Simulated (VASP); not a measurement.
A convergence study with VASP on GeO2 (rutile): one setting is varied, all else stays as given below, so the limit is that of these other settings. The cell's lengths are 1 % over those of the tabulated start and one atom is moved, so it is off equilibrium.

```xyz
6
Lattice="4.4440 0.0000 0.0000 0.0000 4.4440 0.0000 0.0000 0.0000 2.8886" Properties=species:S:1:pos:R:3 pbc="T T T"
Ge     0.0000     0.0000     0.0000
Ge     2.2220     2.2220     1.4443
O      1.3599     1.3599     0.0000
O      3.5819     0.8621     1.4443
O      0.8621     3.5819     1.4443
O      3.1447     3.0841     0.0000
```

Calculation: PBE GGA, VASP's PBE PAW potentials (set 64) (plane waves; VASP). The tightest run used: 1000 eV cut-off, 6×6×9 Γ-centred mesh, Gaussian smearing of 0.050 eV, potentials Ge_d O.

Gaps are read on the run's mesh, which can miss a band edge.

Q: The settings run are ENCUT = 250; ENCUT = 300; ENCUT = 350; ENCUT = 400; ENCUT = 450; ENCUT = 500; ENCUT = 550; ENCUT = 600; ENCUT = 650; ENCUT = 700; ENCUT = 750; ENCUT = 800; ENCUT = 850; ENCUT = 1000. From which on does the stress (every component) stay within 0.5 GPa of the tightest run?

A: From ENCUT = 700 on: it is off by 0.47 there and by no more than 0.5 in any finer run, while ENCUT = 650 is off by 0.53.
| setting | E (eV/atom) | pressure (GPa) | largest force (eV/Å) | gap on the mesh (eV) | plane waves | difference judged (GPa) |
|---|---|---|---|---|---|---|
| ENCUT = 250 | -6.6535 | -122.83 | 1.166 | 1.268 | 524 | 130.28 |
| ENCUT = 300 | -6.5052 | -48.74 | 1.131 | 1.351 | 696 | 54.70 |
| ENCUT = 350 | -6.4340 | -16.20 | 1.189 | 1.393 | 868 | 21.89 |
| ENCUT = 400 | -6.4175 | -1.93 | 1.168 | 1.436 | 1052 | 7.32 |
| ENCUT = 450 | -6.4064 | 3.41 | 1.151 | 1.431 | 1258 | 1.82 |
| ENCUT = 500 | -6.4034 | 4.93 | 1.152 | 1.430 | 1476 | 0.28 |
| ENCUT = 550 | -6.4039 | 5.05 | 1.151 | 1.431 | 1704 | 0.14 |
| ENCUT = 600 | -6.4054 | 4.79 | 1.151 | 1.431 | 1928 | 0.40 |
| ENCUT = 650 | -6.4067 | 4.66 | 1.151 | 1.432 | 2171 | 0.53 |
| ENCUT = 700 | -6.4078 | 4.72 | 1.151 | 1.433 | 2425 | 0.47 |
| ENCUT = 750 | -6.4083 | 4.87 | 1.152 | 1.433 | 2684 | 0.31 |
| ENCUT = 800 | -6.4086 | 5.02 | 1.152 | 1.433 | 2952 | 0.16 |
| ENCUT = 850 | -6.4087 | 5.13 | 1.152 | 1.434 | 3265 | 0.05 |
| ENCUT = 1000 | -6.4087 | 5.18 | 1.152 | 1.433 | 4130 | 0.00 |

Left out are rungs that failed or repeat a setting and relaxations that didn't move; long series are thinned to 24 rows.

The compound is GeO2 in the rutile structure. The cell was not relaxed at this level, it is distorted from the ideal structure.
